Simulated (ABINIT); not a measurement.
Runs of ABINIT 10.8.3 (patched build) on TiB2. It takes space group P6/mmm (No. 191, hexagonal). The conventional cell has a = 3.029 Å, b = 3.029 Å, c = 3.228 Å, α = 90.00°, β = 90.00°, γ = 120.00°. Ti (site symmetry 6/mmm) is surrounded by 12 B at 2.38 Å. B (site symmetry -6m2) is surrounded by 3 B at 1.75 Å. 

| level | gap on the mesh (eV) | pressure (GPa) | relaxed volume (Å³/atom) |
| --- | --- | --- | --- |
| LDA | none | 0.0 | 8.21 |
| PBEsol | none | 0.0 | 8.40 |
| RPBE | none | 0.0 | 8.73 |
| revPBE | none | 0.0 | (a) |
| WC | none | 0.0 | 8.42 |
| BLYP | none | 0.0 | 8.81 |
| AM05 | none | 0.0 | 8.37 |
| PW91 | none | 0.0 | (b) |

Alike in all rows: task relaxation of cell and atoms; potentials or basis JTH PAW PBE v2.0; no spin polarisation; cell relaxed; k mesh 10 × 10 × 8; cutoff (eV) 490; smearing fermi-dirac 0.05 eV.

**Question.** Estimate the missing entries.

**Answer.** (a) 8.69; (b) 8.58.

Caveats: the PAW data sets were made with another functional, which shifts forces and pressure a little; the atomic spheres overlap.

A gap of «none» marks a metal or a gap under the smearing width.

Runs at the PBE level aren't shown here.
